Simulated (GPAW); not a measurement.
Here is a GPAW 26.7.0 calculation.

File run.py:

```python
from ase import Atoms
from ase.dft.bandgap import bandgap
from ase.io import write
from ase.units import GPa
from gpaw import GPAW, PW

atoms = Atoms(['Pb'],
              cell=[[0.0, 2.47502, 2.47502],
                    [2.47502, 0.0, 2.47502],
                    [2.47502, 2.47502, 0.0]],
              scaled_positions=[[0.0, 0.0, 0.0]],
              pbc=True)

calc = GPAW(mode=PW(600),
            xc='PBE',
            kpts={'size': (15, 15, 15), 'gamma': True},
            occupations={'name': 'fermi-dirac', 'width': 0.05},
            nbands=14,
            convergence={'density': 1e-05, 'energy': 1e-05},
            maxiter=100,
            txt='gpaw.txt')
atoms.calc = calc
energy = atoms.get_potential_energy()
forces = atoms.get_forces()
stress = atoms.get_stress()
calc.write('gs.gpw')
write('result.traj', atoms)
print(f'Energy: {energy:.6f} eV')
print('Forces (eV/A):')
print(forces.round(4))
print('Stress (GPa):', (stress / GPa).round(3))
print('Fermi level:', round(calc.get_fermi_level(), 4), 'eV')
print(f'Gap: {bandgap(calc)[0]:.4f} eV, direct: {bandgap(calc, direct=True)[0]:.4f} eV')
```

Potentials or basis: GPAW PAW data sets (gpaw-data 1.2.1), pw.

Command:

```bash
$ OMP_NUM_THREADS=1 python run.py
```

Problem. Predict the band gap on the k mesh.

Solution. None (metal or under the smearing width).

Problem. Estimate the pressure.

Solution. 2.1 GPa.

Spin-orbit coupling is left out, which matters for the levels of Pb.
